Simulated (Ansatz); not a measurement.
# Ge: stress in a strained cell

Aim: deform Ge (equal xx and yy strain of -2 %) and compute stress, forces and field gradients with LAPW, PAW and all-electron datasets made for the crystal.

Program: Ansatz 0.2.0. Level of theory: DFT PBE, scalar-relativistic. These are calculated values, not measurements.

## 1. Starting point

The structure is hexagonal, space group P6_3/mmc (No. 194). The conventional cell has a = 3.998 Å, b = 3.998 Å, c = 6.599 Å, α = 90.00°, β = 90.00°, γ = 120.00°. Ge (site symmetry 3m) is surrounded by 4 Ge at 2.45 to 2.47 Å.

Coordinates:

```cif
data_structure
_symmetry_space_group_name_H-M 'P 1'
_symmetry_Int_Tables_number 1
_cell_length_a 3.9976
_cell_length_b 3.9976
_cell_length_c 6.5994
_cell_angle_alpha 90.000
_cell_angle_beta 90.000
_cell_angle_gamma 120.000
_cell_volume 91.33
loop_
_atom_site_label
_atom_site_type_symbol
_atom_site_fract_x
_atom_site_fract_y
_atom_site_fract_z
_atom_site_occupancy
Ge1 Ge 0.66667 0.33333 0.06290 1
Ge2 Ge 0.33333 0.66667 0.56290 1
Ge3 Ge 0.66667 0.33333 0.43710 1
Ge4 Ge 0.33333 0.66667 0.93710 1
```

Atoms are numbered in the order of the input: Ge1, Ge2, Ge3, Ge4.

## 2. The deformed structure

Space group P6_3/mmc before, P6_3/mmc after.

## 3. All-electron LAPW

input.yaml

```yaml
crystal:
  lattice:
    - [3.9176341263, 0.0, 0.0]
    - [-1.9588170631, 3.3927706761, 0.0]
    - [0.0, 0.0, 6.59937795]
  atoms:
    - { symbol: Ge, position: [0.6666666667, 0.3333333333, 0.06290125] }
    - { symbol: Ge, position: [0.3333333333, 0.6666666667, 0.56290125] }
    - { symbol: Ge, position: [0.6666666667, 0.3333333333, 0.43709875] }
    - { symbol: Ge, position: [0.3333333333, 0.6666666667, 0.93709875] }
kpoints:
  mp_grid: { grid: [11, 11, 6] }
  band_path:
    path:
      - [0.0, 0.0, 0.0]
      - [0.5, 0.0, 0.0]
      - [0.3333333333, 0.3333333333, 0.0]
      - [0.0, 0.0, 0.0]
      - [0.0, 0.0, 0.5]
      - [0.5, 0.0, 0.5]
      - [0.3333333333, 0.3333333333, 0.5]
      - [0.0, 0.0, 0.5]
      - [0.5, 0.0, 0.5]
    npoints: 5
scf:
  occupations: { method: fermi_dirac, width: 0.05 }
hamiltonian:
  xc: pbe
  pseudopotentials: { kind: all_electron, lapw: { basis_error: 0.001 } }
output:
  forces: true
  stress: true
  eigenvalues: true
```

Started as:

```bash
$ ansatz run input.yaml --threads 1 --pin off --max-ram 4096MiB --backend cpu --events-out ev --progress --plain --runs-dir out
```

## 4. PAW with frozen cores

input.yaml

```yaml
crystal:
  lattice:
    - [3.9176341263, 0.0, 0.0]
    - [-1.9588170631, 3.3927706761, 0.0]
    - [0.0, 0.0, 6.59937795]
  atoms:
    - { symbol: Ge, position: [0.6666666667, 0.3333333333, 0.06290125] }
    - { symbol: Ge, position: [0.3333333333, 0.6666666667, 0.56290125] }
    - { symbol: Ge, position: [0.6666666667, 0.3333333333, 0.43709875] }
    - { symbol: Ge, position: [0.3333333333, 0.6666666667, 0.93709875] }
kpoints:
  mp_grid: { grid: [11, 11, 6] }
scf:
  occupations: { method: fermi_dirac, width: 0.05 }
hamiltonian:
  xc: pbe
  pseudopotentials: { kind: paw }
output:
  forces: true
  stress: true
  eigenvalues: true
  efg: { contact_densities: true }
```

## 5. All-electron PAW on datasets made for the crystal

Changes to input.yaml since step 4:

```diff
@@ -16,3 +16,3 @@
   xc: pbe
-  pseudopotentials: { kind: paw }
+  pseudopotentials: { kind: all_electron, datasets: crystal }
 output:
```

(Steps that only read results are left out.)

Before running it: what results should come out? Wanted: pressure; largest shear or deviatoric stress.

**Answer**, as computed:

| quantity | value |
| --- | --- |
| pressure | LAPW 6.16, PAW 6.16, crystal datasets 6.15 GPa |
| largest shear or deviatoric stress (LAPW) | 2.69 GPa |

The largest part of the stress beyond the pressure is 2.69 GPa in size, in the zz component; the atoms are carried along and not relaxed. No run of the undeformed cell stands beside it, so the pressure holds what the given cell had before the change. PAW: stress within 0.01 GPa of LAPW, forces within 1 meV/Å. Crystal datasets: stress within 0.01 GPa of LAPW, forces within 1 meV/Å.
